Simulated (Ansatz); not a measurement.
# Pb: computed properties

All numbers below come from DFT PBEsol, scalar-relativistic, plane waves, PAW (Ansatz).

Settings: cutoff 420 eV, Γ-centred mesh 12×12×8 on the computed 2-atom cell, Gaussian smearing of 0.10 eV; no spin polarisation.

The structure is relaxed at this level of theory with its symmetry kept. This form isn't the element's structure at ambient conditions.

```
Pb
1.0
     3.45588    0.00000    0.00000
    -1.72794    2.99288    0.00000
     0.00000    0.00000    5.78135
Pb
2
Direct
  0.33333 0.66667 0.25000
  0.66667 0.33333 0.75000
```

```json
{
 "Space group": "P6_3/mmc (No. 194)",
 "Volume per atom": "29.90 Å³",
 "Formation energy from the elements' standard states (uncorrected)": "+0.012 eV/atom",
 "Kohn–Sham band gap": "none (metal)",
 "Density of states at the Fermi level": "1.05 states/eV per cell",
 "Löwdin character within 0.5 eV of the Fermi level": "Pb 6p 87 %, Pb 6s 11 %",
 "Bulk modulus": "47 GPa",
 "Its pressure derivative": "4.9",
 "Bader charges (e)": "Pb (2 in the cell) 0.00"
}
```

Spin-orbit coupling is left out, which matters for the bands of heavy elements.